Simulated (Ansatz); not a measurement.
AlN: stiffness from a series of strains

```yaml
crystal:
  lattice:
    - [3.11100, 0.00000, 0.00000]
    - [-1.55550, 2.69421, 0.00000]
    - [0.00000, 0.00000, 4.97800]
  atoms:
    - { symbol: Al, position: [0.33333, 0.66667, 0.00000] }
    - { symbol: Al, position: [0.66667, 0.33333, 0.50000] }
    - { symbol: N, position: [0.33333, 0.66667, 0.38500] }
    - { symbol: N, position: [0.66667, 0.33333, 0.88500] }
```

Atoms are numbered in the order listed.

The cell is COD entry 9008860, as deposited and not checked against the literature; nothing was relaxed.

Theory: DFT, PBE, all-electron LAPW, scalar-relativistic in Ansatz 0.2.0.

The runs use a Γ-centred 11×11×6 k mesh, Fermi–Dirac smearing of 0.02 eV, basis error target 1 meV/atom, no spin polarisation.

The strain is applied along the Cartesian axes of the cell as listed (γ is the engineering shear, twice εxy = εyz = εzx). Fractional coordinates are held (clamped ions).

σ is the change of stress from the unstrained cell, which is at 3.95 GPa; tension is positive, so slopes are stress–strain coefficients at that pressure.

Only quantities that a quadratic follows smoothly over the whole series are listed; rougher ones are left out.

| γ | σxy (GPa) | σyz (GPa) |
| --- | --- | --- |
| -0.0300 | -5.39 | -3.82 |
| -0.0200 | -3.59 | -2.56 |
| -0.0100 | -1.80 | -1.28 |
| 0.0000 | 0.00 | 0.00 |
| 0.0200 | 3.61 | 2.58 |
| 0.0300 | 5.42 | 3.88 |

Task: Fit the series and read off the stiffness at zero strain.

Result: Least-squares fits y = p0 + p1 x + p2 x² to the rows give σxy (GPa): p1 = 180, p2 = 16; σyz (GPa): p1 = 128, p2 = 34.

Task: One run, at γ = 0.0100, is withheld. Predict its row.

Result: The fits give 1.80, 1.29; the run gave 1.80, 1.29.
